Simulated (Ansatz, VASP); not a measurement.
# BN (Qingsongite): VASP beside Ansatz, part 2 of 2

Wanted: the spread between two codes on one cell, functional and k mesh.

VASP 6.6.1 and Ansatz 0.2.0.

So far. Step 4 (Comparison): The walks stopped with 0.00 GPa left in Ansatz and 0.01 GPa in VASP; each walk ends within a tolerance, so the volume difference is uncertain by about these residues over the bulk modulus, most in soft cells.

## (5) VASP: relaxation of cell and atoms, r2SCAN with rVV10

Level of this step: r2SCAN with rVV10; plane waves and PAW (B, N) (VASP).

The relaxed volume is the usual yardstick between codes: its relative difference is about their pressure difference at one cell divided by the bulk modulus.

INCAR

```
SYSTEM = BN
PREC = Accurate
ENCUT = 560
EDIFF = 1E-06
NELM = 100
ISMEAR = -1
SIGMA = 0.05
LREAL = .FALSE.
ALGO = Normal
METAGGA = R2SCAN
LUSE_VDW = .TRUE.
IVDW_NL = 2
BPARAM = 11.95
CPARAM = 0.0093
LASPH = .TRUE.
NBANDS = 10
LORBIT = 11
LWAVE = .FALSE.
LCHARG = .FALSE.
KPAR = 2
IBRION = 2
NSW = 60
ISIF = 3
EDIFFG = -0.01
```

POSCAR

```
BN
1.0
    0.0000000000      1.8075000000      1.8075000000
    1.8075000000      0.0000000000      1.8075000000
    1.8075000000      1.8075000000      0.0000000000
B N
1 1
Direct
    0.0000000000      0.0000000000      0.0000000000
    0.2500000000      0.2500000000      0.2500000000
```

KPOINTS

```
Automatic mesh
0
Gamma
11 11 11
0 0 0
```

Potentials, in the order of the species: B and N (PBE family, release 64).

Started as:

```
mpirun -np 2 vasp_std
```

Numbers of over 12 decimals in the logs are rounded to 6 here.

Output:

```text
[banner, memory and clock lines left out]
running    2 mpi-ranks, on    1 nodes
[...]
|                                                                             |
|               ----> ADVICE to this user running VASP <----                  |
|                                                                             |
|     You have switched on vdW-DFT.                                           |
|     This routine was written and supplied by Jiri Klimes. We recommend      |
|     that you carefully read and cite the following publications:            |
|       J. Klimes, D.R. Bowler, A. Michelides                                 |
|          J. Phys.: Cond Matt. 22 022201 (2010)                              |
|       J. Klimes, D.R. Bowler, A. Michelides                                 |
|          Phys. Rev. B. 83, 195131 (2011)                                    |
|     and references therein.                                                 |
|                                                                             |

[...]
DAV:   1    -0.190742798405E+02   -0.46846E-03   -0.78234E-03  1204   0.768E-01    0.115E-01
Total rVV10 correction in eV:      0.0989792     8.1610038
Total rVV10 correction in eV:      0.0989792     8.1610038
DAV:   2    -0.190740677906E+02    0.21205E-03   -0.10818E-03  1236   0.240E-01    0.343E-02
Total rVV10 correction in eV:      0.0990314     8.1610038
Total rVV10 correction in eV:      0.0990314     8.1610038
DAV:   3    -0.190740585765E+02    0.92141E-05   -0.46983E-05  1222   0.604E-02    0.129E-02
Total rVV10 correction in eV:      0.0990606     8.1610038
Total rVV10 correction in eV:      0.0990606     8.1610038
DAV:   4    -0.190740560357E+02    0.25409E-05   -0.21594E-06  1180   0.149E-02    0.245E-03
Total rVV10 correction in eV:      0.0990671     8.1610038
Total rVV10 correction in eV:      0.0990671     8.1610038
DAV:   5    -0.190740558353E+02    0.20032E-06   -0.11571E-07   580   0.292E-03
Total rVV10 correction in eV:      0.0990666     8.1610038
Total rVV10 correction in eV:      0.0990666     8.1610038
Total rVV10 correction in eV:      0.0990669     8.1610038
Total rVV10 correction in eV:      0.0990669     8.1610038
   3 F= -.19074056E+02 E0= -.19074056E+02  d E =-.193177E-03
[...]
reached required accuracy - stopping structural energy minimisation
```

From OUTCAR (step 5):

```text
  Total        0.0004718      0.0004718      0.0004718      0.0000000     -0.0000000      0.0000000
  in kB        0.0642365      0.0642365      0.0642365      0.0000000     -0.0000000      0.0000000
  external PRESSURE =       0.0642365 kB  Pullay stress =       0.0000000 kB

 POSITION                                       TOTAL-FORCE (eV/Angst)
 -----------------------------------------------------------------------------------
      0.00000      0.00000      0.00000        -0.000000     -0.000000     -0.000000
      0.90265      0.90265      0.90265         0.000000      0.000000      0.000000
 -----------------------------------------------------------------------------------
    total drift:                                0.000000      0.000000      0.000000

  FREE ENERGIE OF THE ION-ELECTRON SYSTEM (eV)
  ---------------------------------------------------
  free  energy   TOTEN  =       -19.0740558353 eV

  energy  without entropy=      -19.0740558353  energy(sigma->0) =      -19.07405584

[... 2 parts as in an earlier step ...]

[... 2 further parts left out ...]
[key lines of the parts left out:]
E-fermi :   8.2008
```

## (6) Ansatz: relaxation of cell and atoms, r2SCAN with rVV10

The same cell, functional, mesh and smearing now go to Ansatz, which takes its cutoff from its data sets.

input.yaml

```yaml
crystal:
  lattice:
    - [0.0, 1.8075, 1.8075]
    - [1.8075, 0.0, 1.8075]
    - [1.8075, 1.8075, 0.0]
  atoms:
    - { symbol: B, position: [0.0, 0.0, 0.0] }
    - { symbol: "N", position: [0.25, 0.25, 0.25] }
hamiltonian:
  xc: r2scan
  pseudopotentials: { kind: paw }
  dispersion: rvv10
kpoints:
  mp_grid: { grid: [11, 11, 11] }
scf:
  occupations: { method: fermi_dirac, width: 0.05 }
relax:
  f_tol: 0.01
  max_steps: 60
  cell: { stress_tol: 0.05 }
output:
  forces: true
  stress: true
```

Started as:

```
ansatz run input.yaml --threads 4 --pin off --max-ram 9216MiB --backend cpu --events-out ev --progress --plain --runs-dir out
```

Output:

```text
[...]
Crystal: 2 atoms, lattice volume = 11.810 Å³
Basis set: ecut = 500 eV, 307 PW (Γ), exchange–correlation on 96×96×96 points (64 copies of the dense FFT grid, shifted against one another)
Bands: 8, of which v1, the nominal top of the filled ones, is band 4 counted from 1 (3 counted from 0)
Symmetry: 24 space group operations
[...]
k-points: 56 of 1331 (time reversal used)
[...]
0.008601       0.000000      -0.000000
        0.000000       0.008601       0.000000
        0.000000       0.000000       0.008601
  P = ⅓ Tr σ = 0.0086 GPa (0.086 kbar)
--- Relaxed structure (3 steps of the walk, 3 accepted, 1 SCFs on fresh bases) ---
[...]
cell:  # Å, volume = 11.7305 Å³
    - [0, 1.803413, 1.803413]
    - [1.803413, 0, 1.803413]
    - [1.803413, 1.803413, 0]
  atoms:
    - { symbol: B, position: [0, 0, 0] }
    - { symbol: N, position: [0.25, 0.25, 0.25] }
[key lines of the parts left out:]
SCF converged after 4 iterations
Free energy (F): -543.725555 eV
Fermi energy:    13.642766 eV
```

Run time: 2.6 s. Hardware: 4 threads of Arm Neoverse V1, shared host; peak memory 0.35 GiB; 8.8 s of CPU time.

## (7) Side by side

What differs besides the data sets and the points named for the pairs above, as far as they apply: VASP keeps PBE cores, Ansatz makes them for the functional; the cutoff is 500 eV in Ansatz and 560 eV in VASP. Total energies have different zeros and are not compared.

Compared:

```
                                         quantity  Ansatz   VASP  difference
                                      volume (Å³)   11.73  11.77     -0.31 %
edge a after relaxation, in the typed setting (Å)   2.550  2.553     -0.11 %
```

The walks stopped with 0.01 GPa left in Ansatz and 0.01 GPa in VASP; each walk ends within a tolerance, so the volume difference is uncertain by about these residues over the bulk modulus, most in soft cells.

## (8) What came out

| Quantity | Value |
| --- | --- |
| difference in volume (relaxation of cell and atoms, PBE) | -0.030 % |
| difference in volume (relaxation of cell and atoms, r2SCAN with rVV10) | -0.31 % |

**Reading.** The difference in volume is -0.31 % (relaxation of cell and atoms, r2SCAN with rVV10), within the 1.2 % picked in this series as the mark of a large difference, as far as the stopping tolerances let one tell. Such differences can come from data sets, numerical settings and the points named under the comparisons, not from the functional's error against experiment.

[Lines on the potential files, build, host, timing and source positions are cut from VASP's logs without a mark.]

[Logs are printed without paths, hosts, clocks, repeated set-up lines and the standing remarks that a program may print on its own settings, such as how far it seeks lower states.]

[Hosts, paths, dates, database ids (printed as entryN), source tags and the programs' standing remarks are cut or masked in the printed files.]
